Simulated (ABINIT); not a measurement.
Runs of ABINIT 10.8.3 (patched build) on MoP. The structure is hexagonal, space group P-6m2 (No. 187). The conventional cell has a = 3.223 Å, b = 3.223 Å, c = 3.191 Å, α = 90.00°, β = 90.00°, γ = 120.00°. Mo (site symmetry -6m2) has 6 P at 2.45 Å as nearest neighbours. P (site symmetry -6m2) is surrounded by 6 Mo at 2.45 Å. 

```csv
task,level,potentials or basis,k mesh,cutoff (eV),fine-grid cutoff,mesh quality,gap on the mesh (eV),pressure (GPa)
single point,PBEsol,JTH PAW PBE v2.0,6 × 6 × 5,544,1088.46 eV,coarse,none,-2.9
band structure,WC,JTH PAW PBE v2.0,10 × 10 × 8,544,1088.46 eV,not flagged,none,(a)
band structure,PBEsol,PseudoDojo NC SR PBEsol v0.4 stringent,10 × 10 × 8,1088,-,not flagged,none,-3.7
band structure,PBEsol,PseudoDojo NC SR PBEsol v0.4.1 standard,10 × 10 × 8,1088,-,not flagged,none,-3.7
band structure,LDA-PZ,JTH PAW LDA v2.0,10 × 10 × 8,544,1088.46 eV,not flagged,none,-6.9
```

Alike in all rows: no spin polarisation; cell as given; smearing fermi-dirac 0.05 eV.

Estimate the missing entries.

(a) -1.8.

Caveats: some runs use coarse meshes; the PAW data sets were made with another functional, which shifts forces and pressure a little (some runs).

A k mesh can miss the band edges, and the runs leave out spin-orbit coupling on Mo.

A gap of «none» marks a metal or a gap under the smearing width.
